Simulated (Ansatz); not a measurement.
Crystal: MnO2.

```
Mn O
1.0
     2.85496    0.00000    0.00000
    -1.42748    2.47246    0.00000
     0.00000    0.00000   10.22174
Mn O
2 4
Cartesian
  0.0000 0.0000 5.1109
  0.0000 0.0000 0.0000
  1.4275 0.8242 4.1588
  1.4275 0.8242 0.9521
  0.0000 1.6483 6.0630
  0.0000 1.6483 9.2697
```

Measurements of this composition are mostly on another form, of space group No. 136.

* Program: Ansatz 0.2.0
* Task: relaxation of cell and atoms
* Functional: PBEsol
* Potentials or basis: Ansatz PAW
* Cutoff: 420 eV (not typed: the program's choice for these potentials)
* k mesh: 11 × 11 × 3
* Occupations: fermi-dirac, width 0.05 eV
* Spin: collinear spin, ferromagnetic start
* Starting moments: [4.0, 4.0, 0.0, 0.0, 0.0, 0.0] μB
* Hubbard terms: Mn d U = 6 eV

At the start: volume 12.03 Å³/atom.

Problem. Where does the relaxation end?

Solution. It ends after 25 steps and the volume is 13.70 Å³/atom (+13.9 %); space group P6_3/mmc (No. 194, to 0.05 Å); moment 6.00 μB per cell.

Step by step:
```tsv
step	energy change (eV)	largest force (eV/Å)	volume (Å³)
1	0.0000	0.3166	72.15
2	-0.0451	0.2731	74.99
3	-0.0606	0.0464	75.98
4	-0.0609	0.0035	76.00
5	-0.0839	0.0042	76.00
6	-0.0811	0.0072	77.06
7	-0.0782	0.0014	77.73
8	-0.0776	0.0004	77.86
9	-0.0877	0.0003	77.86
10	-0.0844	0.0005	78.77
11	-0.0823	0.0010	79.20
12	-0.0893	0.0012	79.20
13	-0.0861	0.0002	80.00
14	-0.0852	0.0004	80.18
15	-0.0903	0.0003	80.18
16	-0.0878	0.0020	80.81
17	-0.0873	0.0008	80.91
18	-0.0907	0.0007	80.91
19	-0.0888	0.0006	81.36
20	-0.0908	0.0007	81.36
21	-0.0889	0.0004	81.82
22	-0.0911	0.0005	81.82
23	-0.0896	0.0010	82.19
24	-0.0912	0.0009	82.19
25	-0.0912	0.0009	82.19
```

Final structure:
```
Mn O
1.0
     2.91991    0.00000    0.00000
    -1.45996    2.52872    0.00000
     0.00000    0.00000   11.13132
Mn O
2 4
Cartesian
  0.0000 0.0000 5.5657
  0.0000 0.0000 0.0000
  1.4600 0.8429 4.6195
  1.4600 0.8429 0.9461
  0.0000 1.6858 6.5118
  0.0000 1.6858 10.1852
```

Caveat: the magnetic or orbital state may not be the lowest; the plane-wave basis is chosen anew once the cell has moved, so the energies of steps on either side of that aren't comparable; the pressure holds a Pulay correction of +0.6 GPa for the finite cutoff; only a ferromagnetic start was run, and an antiferromagnetic order may lie lower in energy; the PAW data sets come from PBE, with cores solved anew for the run's functional, which leaves a small shift of forces and pressure.
